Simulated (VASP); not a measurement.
# Cr (Pm-3m) in VASP: further runs

The runs below take Cr through single point, relaxation of cell and atoms, with revPBE.

Program: VASP 6.6.1. These are calculated values, not measurements. Logs are shortened: lines on timing, memory, paths and dates and some standing lists are left out, and cuts for length are marked.

### Step 1. Starting point

Symmetry: Pm-3m, No. 221, cubic system. The conventional cell has a = 2.418 Å, b = 2.418 Å, c = 2.418 Å, α = 90.00°, β = 90.00°, γ = 90.00°. Cr (site symmetry m-3m) is surrounded by 6 Cr at 2.42 Å.

This isn't the form of Cr at room conditions, which is bcc.

### Step 2. Single point, revPBE, collinear spin, typed start

The input, INCAR:

```
SYSTEM = Cr
PREC = Accurate
ENCUT = 520
EDIFF = 1E-7
ISMEAR = -1
SIGMA = 0.05
LREAL = .FALSE.
LASPH = .TRUE.
NELM = 150
ALGO = Normal
ISIF = 2
LWAVE = .FALSE.
LCHARG = .FALSE.
ISPIN = 2
MAGMOM = 1.927 -1.927
LORBIT = 11
LMAXMIX = 4
GGA = RE
NBANDS = 23
```

The input, KPOINTS:

```
regular mesh
0
G
  18 18 18
  0 0 0
```

The input, POSCAR:

```
Cr
1.0
    0.0000000000      2.4182163431      2.4182163431
    2.4182163431      0.0000000000      2.4182163431
    2.4182163431      2.4182163431      0.0000000000
Cr
2
Direct
    0.0000000000      0.0000000000      0.0000000000
    0.5000000000      0.5000000000      0.5000000000
```

Potentials or basis: VASP PAW PBE potentials, release 64 (Cr_pv).

Launch:

```
$ cat potpaw_PBE.64/Cr_pv/POTCAR > POTCAR
$ mpirun -np 1 vasp_std > vasp.out
```

OUTCAR:

```text
SYSTEM = Cr
   PREC = Accurate
   ENCUT = 520
   EDIFF = 1E-7
   ISMEAR = -1
   LREAL = .FALSE.
   LASPH = .TRUE.
   NELM = 150
   ISIF = 2
   ISPIN = 2
   LORBIT = 11
   GGA = RE

 ion  position               nearest neighbor table
   1  0.000  0.000  0.000-   2 2.42   2 2.42   2 2.42   2 2.42   2 2.42   2 2.42
   2  0.500  0.500  0.500-   1 2.42   1 2.42   1 2.42   1 2.42   1 2.42   1 2.42

  LATTYP: Found a face centered cubic cell.
 ALAT       =     4.8364326862

  Lattice vectors:

 A1 = (   0.0000000000,   2.4182163431,   2.4182163431)
 A2 = (   2.4182163431,   0.0000000000,   2.4182163431)
 A3 = (   2.4182163431,   2.4182163431,   0.0000000000)

Analysis of symmetry for initial positions (statically):
=====================================================================
 Subroutine PRICEL returns following result:

  LATTYP: Found a simple cubic cell.
 ALAT       =     2.4182163431

  Lattice vectors:

 A1 = (  -2.4182163431,   0.0000000000,   0.0000000000)
 A2 = (   0.0000000000,   0.0000000000,   2.4182163431)
 A3 = (   0.0000000000,   2.4182163431,   0.0000000000)

   2 primitive cells build up your supercell.

 Routine SETGRP: Setting up the symmetry group for a
 face centered cubic supercell.

 Subroutine GETGRP returns: Found 48 space group operations
 (whereof 48 operations were pure point group operations)
 out of a pool of 48 trial point group operations.

The static configuration has the point symmetry O_h .

Analysis of symmetry for dynamics (positions and initial velocities):
=====================================================================
 Subroutine PRICEL returns following result:

  LATTYP: Found a simple cubic cell.
 ALAT       =     2.4182163431

  Lattice vectors:

 A1 = (  -2.4182163431,   0.0000000000,   0.0000000000)
 A2 = (   0.0000000000,   0.0000000000,   2.4182163431)
 A3 = (   0.0000000000,   2.4182163431,   0.0000000000)

   2 primitive cells build up your supercell.

 Routine SETGRP: Setting up the symmetry group for a
 face centered cubic supercell.

 Subroutine GETGRP returns: Found 48 space group operations
 (whereof 48 operations were pure point group operations)
 out of a pool of 48 trial point group operations.

The dynamic configuration has the point symmetry O_h .

Analysis of structural, dynamic, and magnetic symmetry:
=====================================================================
 Subroutine PRICEL returns following result:

  LATTYP: Found a simple cubic cell.
 ALAT       =     2.4182163431

  Lattice vectors:

 A1 = (  -2.4182163431,   0.0000000000,   0.0000000000)
 A2 = (   0.0000000000,   0.0000000000,   2.4182163431)
 A3 = (   0.0000000000,   2.4182163431,   0.0000000000)

   2 primitive cells build up your supercell.

 Routine SETGRP: Setting up the symmetry group for a
 face centered cubic supercell.

 Subroutine GETGRP returns: Found 48 space group operations
 (whereof 48 operations were pure point group operations)
 out of a pool of 48 trial point group operations.

The overall configuration has the point symmetry O_h .

 Subroutine INISYM returns: Found 48 space group operations
 (whereof 48 operations are pure point group operations),
 and found     2 'primitive' translations

----------------------------------------------------------------------------------------

                                     Primitive cell

  volume of cell :      14.1412

  direct lattice vectors                    reciprocal lattice vectors
    -2.418216343  0.000000000  0.000000000    -0.413527931  0.000000000  0.000000000
     0.000000000  0.000000000  2.418216343     0.000000000  0.000000000  0.413527931
     0.000000000  2.418216343  0.000000000     0.000000000  0.413527931  0.000000000

  length of vectors
     2.418216343  2.418216343  2.418216343     0.413527931  0.413527931  0.413527931

  position of ions in fractional coordinates (direct lattice)
     0.000000000  0.000000000  0.000000000

  ion indices of the primitive-cell ions
   primitive index   ion index
                 1           1

----------------------------------------------------------------------------------------

 KPOINTS: regular mesh

Automatic generation of k-mesh.
 Grid dimensions read from file:
 generate k-points for:   18   18   18

 Generating k-lattice:

  Cartesian coordinates                     Fractional coordinates (reciprocal lattice)
    -0.011486887  0.011486887  0.011486887     0.055555556  0.000000000  0.000000000
     0.011486887 -0.011486887  0.011486887     0.000000000  0.055555556  0.000000000
     0.011486887  0.011486887 -0.011486887     0.000000000  0.000000000  0.055555556

  Length of vectors
     0.019895872  0.019895872  0.019895872

  Shift w.r.t. Gamma in fractional coordinates (k-lattice)
     0.000000000  0.000000000  0.000000000

 Subroutine IBZKPT returns following result:
 ===========================================

 Found    195 irreducible k-points:

 Following reciprocal coordinates:
            Coordinates               Weight
  0.000000  0.000000  0.000000      1.000000
  0.055556  0.000000  0.000000      8.000000
  0.111111  0.000000  0.000000      8.000000
  0.166667  0.000000  0.000000      8.000000
  0.222222  0.000000  0.000000      8.000000
  0.277778  0.000000  0.000000      8.000000
[... 16 lines left out ...]
 -0.277778  0.055556  0.000000     24.000000
 -0.222222  0.055556  0.000000     24.000000
 [... further k-points ...]
   k-points           NKPTS =    195   k-points in BZ     NKDIM =    195   number of bands    NBANDS=     23
   number of dos      NEDOS =    301   number of ions     NIONS =      2
   total plane-waves  NPLWV =  21952
   dimension x,y,z NGX =    28 NGY =   28 NGZ =   28
   dimension x,y,z NGXF=    56 NGYF=   56 NGZF=   56
   ions per type =               2
   NGX,Y,Z   is equivalent  to a cutoff of  13.61, 13.61, 13.61 a.u.
   NGXF,Y,Z  is equivalent  to a cutoff of  27.22, 27.22, 27.22 a.u.
 SYSTEM =  Cr
   PREC   = accura    normal or accurate (medium, high low for compatibility)
   ISTART =      0    job   : 0-new  1-cont  2-samecut
   ICHARG =      2    charge: 1-file 2-atom 10-const
   ISPIN  =      2    spin polarized calculation?
   LNONCOLLINEAR =      F non collinear calculations
   LSORBIT =      F    spin-orbit coupling
   LASPH  =      T    aspherical Exc in radial PAW
   ENCUT  =  520.0 eV  38.22 Ry    6.18 a.u.   6.36  6.36  6.36*2*pi/ulx,y,z
   NELM   =    150;   NELMIN=  2; NELMDL= -5     # of ELM steps
   EDIFF  = 0.1E-06   stopping-criterion for ELM
   LREAL  =      F    real-space projection
   EDIFFG = 0.1E-05   stopping-criterion for IOM
   NSW    =      0    number of steps for IOM
   IBRION =     -1    ionic relax: 0-MD 1-quasi-New 2-CG
   NFREE  =      0    steps in history (QN), initial steepest desc. (CG)
   ISIF   =      2    stress and relaxation
   ISYM   =      2    0-nonsym 1-usesym 2-fastsym
   POTIM  = 0.5000    time-step for ionic-motion
   TEBEG  =    0.0;   TEEND  =   0.0 temperature during run
   PSTRESS=    0.0 pullay stress
   NELECT =      24.0000    total number of electrons
   NUPDOWN=      -1.0000    fix difference up-down
   EMIN   =  10.00;   EMAX   =-10.00  energy-range for DOS
   EFERMI =   0.00;   METHOD = LEGACY
   ISMEAR =    -1;   SIGMA  =   0.05  broadening in eV -4-tet -1-fermi 0-gaus
   EFERMI_NEDOS =   21; number of points for ismear=-14 and -15
   IALGO  =     38    algorithm
   IMIX   =      4    mixing-type and parameters
     AMIX     =   0.40;   BMIX     =  1.00
     AMIX_MAG =   1.60;   BMIX_MAG =  1.00
  volume/ion in A,a.u.               =      14.14        95.43
  Fermi-wavevector in a.u.,A,eV,Ry     =   1.549911  2.928907 32.684243  2.402224
  Thomas-Fermi vector in A             =   2.654650
   LORBIT       =     11    0 simple, 1 ext, 2 COOP (PROOUT), +10 PAW based schemes
   GGA     = RE    functional components
   LHFCALC =     F    Hartree Fock is set to
   AEXX    =    0.0000 exact exchange contribution
   IVDW    =     0    specifies the selected vdW correction
   LEPSILON=     F    determine dielectric tensor
   LRPA    =     F    only Hartree local field effects (RPA)
 spin polarized calculation
  energy-cutoff  :      520.00
  volume of cell :       28.28
 maximum number of plane-waves:       778
 NGX is ok and might be reduce to    28
   NGX = 13   NGY = 13   NGZ = 13

 number of electron      24.0000010 magnetization       0.0000000

 number of electron      24.0000010 magnetization      -0.0000000

 Free energy of the ion-electron system (eV)
  ---------------------------------------------------
  ext. energy  EPLUGINS =         0.00000000
  ---------------------------------------------------
  free energy    TOTEN  =       -16.24997884 eV

  energy without entropy =      -16.23104166  energy(sigma->0) =      -16.24051025

 E-fermi :   8.4520     XC(G=0): -12.2569

 val. band max:        8.4498285885   @ k =  -0.3889   0.4444   0.1111
 cond. band min:       8.4526682295   @ k =   0.4444   0.3889   0.0556
 fundamental gap:      0.0028396410
 Fermi energy:         8.4520494963

 spin component 1

 k-point     1 :       0.0000    0.0000    0.0000
  band No.  band energies     occupation
      1     -35.0997      1.00000
      2     -35.0997      1.00000
      3     -35.0997      1.00000
      4     -32.8921      1.00000
      5     -32.8921      1.00000
      6     -32.8921      1.00000
[... 15 lines left out ...]
     22      21.3206      0.00000
     23      21.3206      0.00000

 k-point     2 :       0.0556    0.0000    0.0000
  band No.  band energies     occupation
      1     -35.0998      1.00000
      2     -35.0989      1.00000
      3     -35.0989      1.00000
      4     -32.8947      1.00000
      5     -32.8936      1.00000
      6     -32.8936      1.00000
[... 15 lines left out ...]
     22      21.3399      0.00000
     23      21.3399      0.00000
[... 544 lines left out ...]
     22      22.1071      0.00000
     23      22.8163      0.00000

 k-point    24 :      -0.2222    0.0556    0.0000
  band No.  band energies     occupation
      1     -35.1060      1.00000
      2     -35.0917      1.00000
      3     -35.0824      1.00000
      4     -32.9374      1.00000
      5     -32.9219      1.00000
      6     -32.9053      1.00000
[... 15 lines left out ...]
     22      21.5479      0.00000
     23      22.6927      0.00000

 [... further k-points ...]

 spin component 2

 k-point     1 :       0.0000    0.0000    0.0000
  band No.  band energies     occupation
      1     -35.0997      1.00000
      2     -35.0997      1.00000
      3     -35.0997      1.00000
      4     -32.8921      1.00000
      5     -32.8921      1.00000
      6     -32.8921      1.00000
[... 15 lines left out ...]
     22      21.3206      0.00000
     23      21.3206      0.00000

 k-point     2 :       0.0556    0.0000    0.0000
  band No.  band energies     occupation
      1     -35.0998      1.00000
      2     -35.0989      1.00000
      3     -35.0989      1.00000
      4     -32.8947      1.00000
      5     -32.8936      1.00000
      6     -32.8936      1.00000
[... 15 lines left out ...]
     22      21.3399      0.00000
     23      21.3399      0.00000
[... 544 lines left out ...]
     22      22.1071      0.00000
     23      22.8163      0.00000

 k-point    24 :      -0.2222    0.0556    0.0000
  band No.  band energies     occupation
      1     -35.1060      1.00000
      2     -35.0917      1.00000
      3     -35.0824      1.00000
      4     -32.9374      1.00000
      5     -32.9219      1.00000
      6     -32.9053      1.00000
[... 15 lines left out ...]
     22      21.5479      0.00000
     23      22.6927      0.00000

 [... further k-points ...]

------------------------ aborting loop because EDIFF is reached ----------------------------------------

  FORCE on cell =-STRESS in cart. coord.  units (eV):
  Direction    XX          YY          ZZ          XY          YZ          ZX
  --------------------------------------------------------------------------------------
  -------------------------------------------------------------------------------------
  Total        0.0862135      0.0862135      0.0862135      0.0000000      0.0000000     -0.0000000
  in kB        4.8839428      4.8839428      4.8839428      0.0000000      0.0000000     -0.0000000
  external PRESSURE =       4.8839428 kB  Pullay stress =       0.0000000 kB

 VOLUME and BASIS-vectors are now :
 -----------------------------------------------------------------------------
  energy-cutoff  :      520.00
  volume of cell :       28.28
      direct lattice vectors                 reciprocal lattice vectors
     0.000000000  2.418216343  2.418216343    -0.206763965  0.206763965  0.206763965
     2.418216343  0.000000000  2.418216343     0.206763965 -0.206763965  0.206763965
     2.418216343  2.418216343  0.000000000     0.206763965  0.206763965 -0.206763965

 POSITION                                       TOTAL-FORCE (eV/Angst)
 -----------------------------------------------------------------------------------
      0.00000      0.00000      0.00000         0.000000      0.000000      0.000000
      2.41822      2.41822      2.41822        -0.000000     -0.000000     -0.000000
 -----------------------------------------------------------------------------------
    total drift:                                0.000000      0.000000      0.000000

  FREE ENERGIE OF THE ION-ELECTRON SYSTEM (eV)
  ---------------------------------------------------
  free  energy   TOTEN  =       -16.2499788419 eV

  energy  without entropy=      -16.2310416591  energy(sigma->0) =      -16.24051025

 total charge

# of ion       s       p       d       tot
------------------------------------------
    1        0.424   6.230   4.274  10.928
    2        0.424   6.230   4.274  10.928
--------------------------------------------------
tot          0.848  12.459   8.549  21.857

 magnetization (x)

# of ion       s       p       d       tot
------------------------------------------
    1        0.036  -0.018   2.090   2.108
    2       -0.036   0.018  -2.090  -2.108
--------------------------------------------------
tot          0.000   0.000   0.000   0.000
```

It took 4.7 min on 1 thread of Intel Xeon Platinum 8488C (Sapphire Rapids), shared host; peak memory 0.3 GiB.

What came out:

```
Free energy                                           : -16.2500 eV
Pressure                                              : 0.5 GPa
Band gap on the k mesh                                : none (metal or under the smearing width)
Net moment                                            : 0.00 μB per cell
Site moments                                          : Cr +2.11, -2.11 μB
Valence electrons inside the program's atomic spheres : Cr 10.93
```

Caveat: the PAW data sets were made with another functional, which shifts forces and pressure a little.

### Step 3. Single point, revPBE, collinear spin, typed start

The input, INCAR:

```
SYSTEM = Cr
PREC = Accurate ; ENCUT = 520
EDIFF = 1E-6 ; ISMEAR = -1
SIGMA = 0.05 ; LREAL = .False.
LASPH = .True. ; NELM = 150
ALGO = Fast ; ISIF = 2
LWAVE = .False. ; LCHARG = .True.
ISPIN = 2 ; MAGMOM = 1.5 -1.5
LORBIT = 11 ; LMAXMIX = 4
GGA = RE ; LELF = .True.
LVHAR = .True. ; NBANDS = 23
```

The input, KPOINTS:

```
regular mesh
0
Gamma
  12 12 12
  0 0 0
```

POSCAR is that of step 2.

Potentials or basis: VASP PAW PBE potentials, release 64 (Cr_pv).

Launch:

```
$ cat potpaw_PBE.64/Cr_pv/POTCAR > POTCAR
$ mpirun -np 1 vasp_std > vasp.out
```

It took 2.1 min on 1 thread of Intel Xeon Platinum 8488C (Sapphire Rapids), shared host; peak memory 0.21 GiB.

Results (log left out):

```
Free energy                                           : -16.2500 eV
Pressure                                              : 0.5 GPa
Band gap on the k mesh                                : none (metal or under the smearing width)
Net moment                                            : 0.00 μB per cell
Site moments                                          : Cr +2.11, -2.11 μB
Valence electrons inside the program's atomic spheres : Cr 10.93
```

Levels at points of the mesh, in eV from the Fermi level:
Spin up:
| k point | band 8 | band 9 | band 10 | band 11 | band 12 | band 13 | band 14 | band 15 | band 16 | band 17 |
| --- | --- | --- | --- | --- | --- | --- | --- | --- | --- | --- |
| (0.00, 0.00, 0.00) | -2.56 | -2.56 | -2.35 | -2.35 | -2.35 | 2.82 | 2.82 | 2.82 | 3.95 | 3.95 |
| (0.50, 0.00, 0.00) | -2.73 | -1.22 | -1.22 | -0.16 | -0.16 | 0.35 | 0.35 | 1.55 | 1.83 | 1.83 |
| (0.50, 0.50, 0.00) | -2.83 | -1.89 | -1.12 | -0.60 | 0.03 | 0.03 | 2.18 | 2.18 | 2.88 | 3.89 |
Spin down:
| k point | band 9 | band 10 | band 11 | band 12 | band 13 | band 14 | band 15 | band 16 |
| --- | --- | --- | --- | --- | --- | --- | --- | --- |
| (0.00, 0.00, 0.00) | -2.56 | -2.35 | -2.35 | -2.35 | 2.82 | 2.82 | 2.82 | 3.95 |
| (0.50, 0.00, 0.00) | -1.22 | -1.22 | -0.16 | -0.16 | 0.35 | 0.35 | 1.55 | 1.83 |
| (0.50, 0.50, 0.00) | -1.89 | -1.12 | -0.60 | 0.03 | 0.03 | 2.18 | 2.18 | 2.88 |

Caveat: the PAW data sets were made with another functional, which shifts forces and pressure a little.

(Part 1 of 2 ends here.)
